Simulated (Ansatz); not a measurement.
# GaS under strain: ⁷¹Ga NMR of the central transition

Cell: an entry of the Crystallography Open Database (COD), relaxed with PBE at fixed cell and then changed (z compressed by 1 %, ions relaxed).

```
Ga S
1.0
     3.58500    0.00000    0.00000
    -1.79250    3.10470    0.00000
     0.00000    0.00000   15.34500
Ga S
4 4
Direct
  0.33333 0.66667 0.17034
  0.66667 0.33333 0.67034
  0.33333 0.66667 0.32966
  0.66667 0.33333 0.82966
  0.33333 0.66667 0.59943
  0.66667 0.33333 0.09943
  0.33333 0.66667 0.90057
  0.66667 0.33333 0.40057
```

Atoms are numbered from 1 in the order listed; like atoms form one site, named after its first atom.

Method: Kohn–Sham DFT in Ansatz, PBE, plane waves and PAW, scalar-relativistic, 420 eV cutoff, Γ-centred 14×14×3 k-points, Fermi–Dirac smearing 0.02 eV.

⁷¹Ga has I = 3/2 and Q = 107.0 mb (Pyykkö 2018); at 23.5 T its Larmor frequency is ν₀ = 306.0 MHz. Only the quadrupole interaction is simulated: positions count from each site's isotropic chemical shift, and shift anisotropy, dipolar and J coupling are left out.

Q: What does the ⁷¹Ga spectrum (static powder) show for each site?

A: 

```csv
site,first shell,C_Q (MHz),η,P_Q (MHz),δ_QIS (ppm),breadth (kHz)
Ga,3 S at 2.34 Å; also 1 Ga at 2.44 Å,-20.3,0.00,20.3,-110,175
```

δ_QIS = −(ν_Q²/30ν₀²)[I(I+1) − 3/4](1 + η²/3) × 10⁶ ppm with ν_Q = 3|C_Q|/[2I(2I−1)]; it falls as 1/B₀² in ppm, and the breadth as 1/B₀ in kHz.

An axis of threefold or higher order runs through Ga, so V_zz lies along it and η is zero.

The relaxation (3 steps) took 31 s of wall time (32 s of CPU time) and 0.67 GiB at its peak, on 1 thread of Intel Xeon 6975P-C (Granite Rapids) (x86_64; 16 cores open to the job, memory cap 3.0 GiB, no GPU), a shared host with a load of 0.5 a core.
